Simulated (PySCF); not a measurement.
**Deuteron quadrupole couplings in 1,3-cyclohexadiene**

Compound: 1,3-cyclohexadiene, C₆H₈.
Geometry (PBE0-D3(BJ)/def2-SVP, Å), atoms numbered from 1 in this order:
```
atom  x, y, z in Å
C1     1.370    0.684   -0.317
C2     0.206    1.309   -0.563
C3    -1.093    0.562   -0.447
C4    -1.024   -0.536    0.612
C5     0.259   -1.314    0.527
C6     1.385   -0.717    0.102
H7     2.322    1.206   -0.449
H8     0.194    2.345   -0.913
H9    -1.925    1.249   -0.231
H10   -1.321    0.113   -1.435
H11   -1.087   -0.084    1.623
H12   -1.896   -1.202    0.527
H13    0.277   -2.351    0.878
H14    2.333   -1.263    0.087
```

Level: PBE0/pcSseg-1 (PySCF, non-relativistic); Q(2H) = 0.00286 b; rigid geometry, the same for H and D, with no vibrational averaging.

Question: Rank these positions by the coupling χzz of a deuteron there, largest first.
A. H9 (methylene hydrogen)
B. H7 (vinylic hydrogen)
C. H10 (methylene hydrogen)

Answer: B (205 kHz), A (194 kHz), C (185 kHz).

Q: Tabulate Vzz, the asymmetry η and χzz = 234.96 MHz × Q × Vzz for every hydrogen position.

A: 
```
atom  bonded to  bond length (Å)  Vzz (au)     η  χzz (kHz)
  H7         C1            1.093    0.3046  0.07        205
  H8         C2            1.094    0.3044  0.06        205
  H9         C3            1.101    0.2890  0.03        194
 H10         C3            1.109    0.2760  0.03        185
 H11         C4            1.109    0.2761  0.03        186
 H12         C4            1.101    0.2890  0.03        194
 H13         C5            1.094    0.3044  0.06        205
 H14         C6            1.093    0.3047  0.07        205
```

Q: A static deuteron (I = 1) shows a doublet split by (3/2)χ, (3/4)χ(1 + η) and (3/4)χ(1 − η) with the field along z, y and x of the gradient. What are these for H14?

A: With |χ| = 204.7 kHz and η = 0.069: 307, 164 and 143 kHz, to first order and without motion.

The structure is a single PBE0-D3(BJ)/def2-SVP conformer in the gas phase; no vibrational or solvent corrections. A larger basis could move these couplings by a tenth or more.

These values come from a run that also computed NMR shieldings. The run took 13 s wall on Arm Neoverse V2, one thread, shared host.
